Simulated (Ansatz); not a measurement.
System: PbSe (rock salt type, first atom moved by 0.06 Å along [111]), 2 atoms in the cell.

```
Pb Se
1.0
     0.00000    3.10500    3.10500
     3.10500    0.00000    3.10500
     3.10500    3.10500    0.00000
Pb Se
1 1
Direct
  0.00558 0.00558 0.00558
  0.50000 0.50000 0.50000
```

Code and potentials: Ansatz PAW hard set, 700 eV. Settings: k-mesh 4×4×4 Γ-centred; Fermi–Dirac smearing of 0.05 eV; no spin polarisation; no spin–orbit coupling. For HSE06: exchange singularity: Wigner-Seitz. For PBE0: exchange singularity: Wigner-Seitz.

Plain PBE gives:

* Pressure: 0.19 GPa
* Gap on the mesh: 0.44 eV

```
atom  Fx (eV/Å)  Fy (eV/Å)  Fz (eV/Å)
 Pb1      0.023      0.023      0.023
 Se2     -0.023     -0.023     -0.023
```

Task: What changes under HSE06?

Result: The pressure goes down by 1.034 GPa to -0.847 GPa; the gap rises by 0.424 eV to 0.868 eV; the forces move by 2 meV/Å (rms):

| atom | Fx (eV/Å) | Fy (eV/Å) | Fz (eV/Å) |
| --- | --- | --- | --- |
| Pb1 | 0.022 | 0.022 | 0.022 |
| Se2 | -0.022 | -0.022 | -0.022 |

Task: What changes under PBE0?

Result: The pressure goes down by 1.02 GPa to -0.83 GPa; the gap increases by 1.02 eV to 1.46 eV; the forces move by 1 meV/Å (rms):

```csv
atom,Fx (eV/Å),Fy (eV/Å),Fz (eV/Å)
Pb1,0.023,0.023,0.023
Se2,-0.023,-0.023,-0.023
```

The stress includes the program's correction for the finite plane-wave basis.

Where the force pushes the moved atom further off its site, the soft mode may be real or faked by the k-mesh. A gap read on the mesh is an upper bound of this method's gap, since the mesh can miss a band edge. The k-mesh is modest, so these values aren't fully converged in k. Spin–orbit coupling is left out; with heavy elements it can shift the gap and split levels by tenths of an eV. Potentials made with PBE were used with another functional (at least in: Ansatz PAW hard set, 700 eV (HSE06); Ansatz PAW hard set, 700 eV (PBE0)). Semilocal functionals give gaps that mostly lie well below measured ones.
